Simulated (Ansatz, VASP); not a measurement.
**One calculation of ZnO, two programs**

```
Zn O
1.0
     3.27939    0.00000    0.00000
    -1.63969    2.84003    0.00000
     0.00000    0.00000    5.29318
Zn O
2 2
Direct
  0.66667 0.33333 0.50060
  0.33333 0.66667 0.00060
  0.66667 0.33333 0.87971
  0.33333 0.66667 0.37971
```

Alike in both runs: functional PBE; k mesh 9 × 9 × 6; occupations gaussian, width 0.02 eV; no spin polarisation.

Ansatz relaxed the structure, and its values are those at the end. VASP's run is a single point on that final structure, the one shown.

|  | VASP | Ansatz |
| --- | --- | --- |
| version | VASP 6.6.1 | Ansatz 0.2.0 |
| potentials or method | VASP PAW PBE potentials, release 64 (Zn, O) | scalar-relativistic, plane waves, PAW |
| plane-wave cutoff (eV) | 520 | 420 |
| valence electrons in the cell | 36 | 36 |

VASP gave:

* gap on the k mesh at the Fermi level (eV): 0.73
* least direct gap on the mesh (eV): 0.73
* pressure (GPa): 0.9

Q: What did Ansatz give for the same quantities?

A: gap on the k mesh at the Fermi level (eV): 0.74; least direct gap on the mesh (eV): 0.74; pressure (GPa): 0.0.

With one functional, cell and mesh, what is left measures potentials, basis and numerics.
